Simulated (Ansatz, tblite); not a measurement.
## A script for PbS (GFN2-xTB)

These are simulated results from tblite 0.8.0, not measurements. The cell was built from a prototype and was relaxed with r2SCAN in plane waves (Ansatz 0.2.0). Not every such cell is a known phase. All runs are without spin polarisation.

The symmetry is P6_3mc (No. 186, hexagonal); conventional cell a = 4.997 Å, c = 5.998 Å, 32.42 Å³ an atom. Pb has 5 S at 2.89–3.02 Å; S has 5 Pb at 2.89–3.02 Å.

tblite solves periodic systems at the zone centre alone, so the script builds a cluster of 2×2×2 conventional cells (32 atoms), which folds in a coarse mesh of k points.

The script, run.py:

```python
import json
from ase import Atoms
from ase.build import make_supercell
from ase.units import Bohr, GPa, Hartree
from tblite.interface import Calculator

atoms = Atoms(['Pb', 'Pb', 'S', 'S'],
              cell=[[4.9970307, 0.0, 0.0], [-2.49851535, 4.32755553, 0.0], [0.0, 0.0, 5.99769659]],
              scaled_positions=[[0.333333333, 0.666666667, -0.064082749], [0.666666667, 0.333333333, 0.435917251], [0.333333333, 0.666666667, 0.439082749], [0.666666667, 0.333333333, 0.939082749]],
              pbc=True)
cluster = make_supercell(atoms, [[2, 0, 0], [0, 2, 0], [0, 0, 2]])
calc = Calculator('GFN2-xTB', cluster.numbers, cluster.positions / Bohr, lattice=cluster.cell[:] / Bohr, periodic=cluster.pbc)
calc.set('temperature', 0.02 / Hartree)
calc.set('max-iter', 150)
res = calc.singlepoint()
levels = res.get('orbital-energies') * Hartree
nv = round(res.get('orbital-occupations').sum() / 2)
cells = len(cluster) // len(atoms)
out = {'energy_per_cell': res.get('energy') * Hartree / cells, 'homo': levels[nv - 1], 'lumo': levels[nv],
       'stress': (-res.get('virial') * Hartree / cluster.get_volume() / GPa).tolist(), 'charges': res.get('charges')[:len(atoms)].tolist(), 'electrons': 2 * nv / cells}
json.dump(out, open('results.json', 'w'))
for key, value in out.items():
    print(key, value)
```

Command: `python run.py`. It took 2 s on 1 thread of Arm Neoverse V1 (shared host), peak memory 0.096 GiB.

The log:

```
------------------------------------------------------------
  cycle        total energy    energy error   density error
------------------------------------------------------------
      1     -89.83134338712  -8.9888561E+01   3.6504068E-01
      2     -90.85903356127  -1.0276902E+00   1.4469973E-01
      3     -90.89672522148  -3.7691660E-02   1.0140443E-01
      4     -90.87890952665   1.7815695E-02   5.6720776E-02
      5     -90.89594438580  -1.7034859E-02   1.7218677E-02
      6     -90.89755837592  -1.6139901E-03   4.7662410E-03
      7     -90.89769274762  -1.3437170E-04   7.4172377E-04
      8     -90.89769506763  -2.3200131E-06   3.9085456E-04
      9     -90.89769594645  -8.7881889E-07   2.5437940E-05
     10     -90.89769594765  -1.1975345E-09   2.1265103E-05
     11     -90.89769595029  -2.6416132E-09   1.5736776E-06
------------------------------------------------------------

 total:                                   1.369 sec
energy_per_cell -309.18153665360876
homo -9.990580501604752
lumo -6.975789110597883
stress [[-6.3183318624795195, 3.5729842023562306e-07, -6.469719531580711e-08], [3.572984200196354e-07, -6.318331460992969, 3.73529431241342e-08], [-6.469719531305215e-08, 3.735294312433027e-08, -0.49679481085688065]]
charges [0.5809878525776626, 0.5809877627627873, -0.5809878141365858, -0.5809878533302999]
electrons 20.0
```

The cycle table is in hartree for the whole cluster, and the lines after it are in eV (the energy for one cell). The printed stress is in GPa and positive in compression, and the pressure is its mean diagonal.

GFN2-xTB gives a gap of 3.01 eV. On the same cell, plane-wave PBE (Ansatz, 6×6×4 k points and the special points) gives a gap of 1.42 eV and r2SCAN a gap of 1.72 eV; on shared hosts these took about 8.2 and 17 core-seconds on the 4-atom cell, against 2 for the script. Spin-orbit coupling, left out in all these runs, can cut or reorder the gap by tenths of an eV, up to about 1 eV with Pb or Bi. xTB was fitted to molecules, so gaps, charges and pressures of solids can be far off, and the gap also depends on the size of the cluster.

The same script was run on cells scaled at fixed shape and fractional coordinates:

```csv
volume (Å³/atom),energy (meV/atom),"pressure (GPa, positive in compression)",gap (eV)
28.53,-61.5,0.12,3.57
30.48,-45.3,-2.78,3.28
32.42,0.0,-4.38,3.01
34.37,60.7,-6.00,2.78
36.32,142.0,-7.25,2.56
```

The pressure crosses zero near 28.6 Å³/atom, but the curve is too rough for a fit.

xTB was fitted mostly to molecules, and a small cluster samples few k points, so gaps, pressures and kinks along a curve can be far from a solid's.

Spin-orbit coupling is left out; in compounds of Pb, Bi, Tl or Hg it can lower a gap by up to about 1 eV, split its edges or invert the bands.
